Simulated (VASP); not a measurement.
Here is a VASP 6.6.1 calculation.

INCAR

```
SYSTEM = CaB6
PREC = Accurate ; ENCUT = 600
EDIFF = 1E-6 ; ISMEAR = 1
SIGMA = 0.1 ; LREAL = .FALSE.
LASPH = .TRUE. ; NELM = 80
ALGO = Normal ; ISIF = 3
LWAVE = .FALSE. ; LCHARG = .FALSE.
GGA = PS ; IBRION = 2
NSW = 90 ; EDIFFG = -0.01
KPAR = 2
```

KPOINTS

```
Automatic mesh
0
G
  10 10 10
  0 0 0
```

The input POSCAR:

```
CaB6
1.0
    4.1450000000      0.0000000000      0.0000000000
    0.0000000000      4.1450000000      0.0000000000
    0.0000000000      0.0000000000      4.1450000000
Ca B
1 6
Direct
    0.5000000000      0.5000000000      0.5000000000
    0.0000000000      0.0000000000      0.2930000000
    0.0000000000      0.0000000000      0.7070000000
    0.2930000000      0.0000000000      0.0000000000
    0.7070000000      0.0000000000      0.0000000000
    0.0000000000      0.2930000000      0.0000000000
    0.0000000000      0.7070000000      0.0000000000
```

Potentials or basis: VASP PAW PBE potentials, release 64 (Ca_sv, B).

The run is started by

```bash
$ cat potpaw_PBE.64/Ca_sv/POTCAR potpaw_PBE.64/B/POTCAR > POTCAR
$ mpirun -np 2 vasp_std > vasp.out
```

Task: Predict the band gap on the k mesh.

Result: 0.05 eV, direct.

Task: Predict the space group after relaxing (to 0.05 Å).

Result: Pm-3m (No. 221).

Task: Estimate the relaxed volume.

Result: 10.06 Å³/atom.

Final structure:
```yaml
crystal:
  lattice:
    - [4.13004, 0.00000, 0.00000]
    - [0.00000, 4.13004, 0.00000]
    - [0.00000, 0.00000, 4.13004]
  atoms:
    - { symbol: Ca, position: [0.50000, 0.50000, 0.50000] }
    - { symbol: B, position: [0.00000, 0.00000, 0.29847] }
    - { symbol: B, position: [0.00000, 0.00000, 0.70153] }
    - { symbol: B, position: [0.29847, 0.00000, 0.00000] }
    - { symbol: B, position: [0.70153, 0.00000, 0.00000] }
    - { symbol: B, position: [0.00000, 0.29847, 0.00000] }
    - { symbol: B, position: [0.00000, 0.70153, 0.00000] }
```

Caveat: the PAW data sets were made with another functional, which shifts forces and pressure a little. A k mesh can miss the band edges.
